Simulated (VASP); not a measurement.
Input of a VASP 6.6.1 run:

File INCAR:

```
SYSTEM = Cs
PREC = Accurate
ENCUT = 600
EDIFF = 1E-6
ISMEAR = -1
SIGMA = 0.05
LREAL = .False.
LASPH = .True.
NELM = 80
ALGO = Normal
ISIF = 2
LWAVE = .False.
LCHARG = .False.
LDIPOL = .True.
IDIPOL = 3
DIPOL = 0.5 0.5 0.500
GGA = PE
NBANDS = 26
```

KPOINTS

```
regular mesh
0
Gamma
  4 3 1
  0 0 0
```

POSCAR

```
Cs
1.0
    5.5837899523      0.0000000000      0.0000000000
    0.0000000000      7.8966714800      0.0000000000
    0.0000000000      0.0000000000     23.3756849285
Cs
4
Direct
    0.5000000000      0.5000000000      0.3208462136
    0.0000000000      0.0000000000      0.4402820712
    0.5000000000      0.5000000000      0.5597179288
    0.0000000000      0.0000000000      0.6791537864
```

Potentials or basis: VASP PAW PBE potentials, release 64 (Cs_sv).

The run is started by

```console
$ cat potpaw_PBE.64/Cs_sv/POTCAR > POTCAR
$ mpirun -np 1 vasp_std > vasp.out
```

(1) What does it give for the largest force?

(2) Estimate the band gap on the k mesh.

Results:

(1) 0.019 eV/Å.

(2) none (metal or under the smearing width).
